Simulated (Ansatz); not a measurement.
Volumes and bulk moduli along the 5d metals

Method: DFT, BLYP, plane waves (420 eV) with PAW, scalar-relativistic in Ansatz 0.2.0. (PAW data from PBE, frozen cores regenerated.)

Each structure is relaxed within its symmetry, in the lowest magnetic state of the tried starts. B₀ comes from uniform scaling at fixed shape; a dash is a value not given. Some of these cells lie far above the measured volume under this functional.

```json
{"element": "Lu", "structure": "hcp", "V (Å³/atom)": "29.85", "B₀ (GPa)": "45", "magnetic state": "spin not included"}
{"element": "Hf", "structure": "hcp", "V (Å³/atom)": "23.14", "B₀ (GPa)": "102", "magnetic state": "spin not included"}
{"element": "Ta", "structure": "bcc", "V (Å³/atom)": "18.89", "B₀ (GPa)": "181", "magnetic state": "spin not included"}
{"element": "W", "structure": "?", "V (Å³/atom)": "?", "B₀ (GPa)": "?", "magnetic state": "?"}
{"element": "Re", "structure": "hcp", "V (Å³/atom)": "15.53", "B₀ (GPa)": "323", "magnetic state": "spin not included"}
{"element": "Os", "structure": "hcp", "V (Å³/atom)": "14.91", "B₀ (GPa)": "345", "magnetic state": "spin not included"}
{"element": "Ir", "structure": "fcc", "V (Å³/atom)": "15.26", "B₀ (GPa)": "293", "magnetic state": "spin not included"}
{"element": "Pt", "structure": "fcc", "V (Å³/atom)": "16.65", "B₀ (GPa)": "199", "magnetic state": "spin not included"}
{"element": "Au", "structure": "fcc", "V (Å³/atom)": "19.46", "B₀ (GPa)": "102", "magnetic state": "spin not included"}
{"element": "Hg", "structure": "alpha-Hg (rhombohedral)", "V (Å³/atom)": "127.82", "B₀ (GPa)": "-", "magnetic state": "spin not included"}
```

Task: Fill in the row of W.

Result: structure: bcc; V (Å³/atom): 16.69; B₀ (GPa): 274; magnetic state: spin not included.
